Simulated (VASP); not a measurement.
Wanted: the native input for a VASP 6.6.1 run.

- Task: relaxation of cell and atoms
- Functional: AM05
- Potentials or basis: VASP PAW PBE potentials, release 64 (Fe, O)
- Cutoff: 600 eV
- k mesh: 8 × 8 × 8
- Occupations: fermi-dirac, width 0.05 eV
- Spin: collinear spin, ferromagnetic start
- Starting moments: [3.0, 0.0] μB
- Further INCAR settings: ALGO = Fast; EDIFF = 1e-06; IBRION = 2; EDIFFG = -0.02; NSW = 60; ISIF = 3

The structure of FeO (Wuestite) lies in POSCAR:

```
FeO
1.0
    0.0000000000      2.1554000000      2.1554000000
    2.1554000000      0.0000000000      2.1554000000
    2.1554000000      2.1554000000      0.0000000000
Fe O
1 1
Direct
    0.0000000000      0.0000000000      0.0000000000
    0.5000000000      0.5000000000      0.5000000000
```

One way to write it, as run:

INCAR

```
SYSTEM = FeO
  PREC = Accurate
  ENCUT = 600
  EDIFF = 1E-6
  ISMEAR = -1
  SIGMA = 0.05
  LREAL = .False.
  LASPH = .True.
  NELM = 100
  ALGO = Fast
  ISIF = 3
  LWAVE = .False.
  LCHARG = .False.
  ISPIN = 2
  MAGMOM = 3 0
  LORBIT = 11
  LMAXMIX = 4
  GGA = AM
  IBRION = 2
  NSW = 60
  EDIFFG = -0.02
```

KPOINTS

```
Automatic mesh
0
Gamma
  8 8 8
  0 0 0
```

Potentials or basis: VASP PAW PBE potentials, release 64 (Fe, O).

Command:

```sh
$ cat potpaw_PBE.64/Fe/POTCAR potpaw_PBE.64/O/POTCAR > POTCAR
$ mpirun -np 1 vasp_std > vasp.out
```

Results of the run:

- Relaxed volume: 9.58 Å³/atom
- Relaxed cell: a = 3.004 Å, b = 3.004 Å, c = 3.004 Å, α = 60.00°, β = 60.00°, γ = 60.00°
- Space group after relaxing (to 0.05 Å): Fm-3m (No. 225)
- Energy gained by relaxing: 11.6 meV/atom
- Ionic steps: 3
- Pressure after relaxing: 0.1 GPa
- Band gap on the k mesh: none (metal or under the smearing width)
- Net moment: 4.00 μB per cell
- Site moments: Fe +3.59; O +0.32 μB
- Valence electrons inside the program's atomic spheres: Fe 6.82; O 4.99

Caveat: the PAW data sets were made with another functional, which shifts forces and pressure a little; a cell with one magnetic atom can't hold antiferromagnetic order, which such compounds often take; semilocal functionals often make such compounds metallic where correlation or magnetic order opens a gap, which also shifts bond lengths.

It took 38 s on 1 thread of Intel(R) Xeon(R) Platinum 8259CL CPU @ 2.50GHz (Skylake/Cascade Lake), with other jobs on the host, peak memory 0.16 GiB.
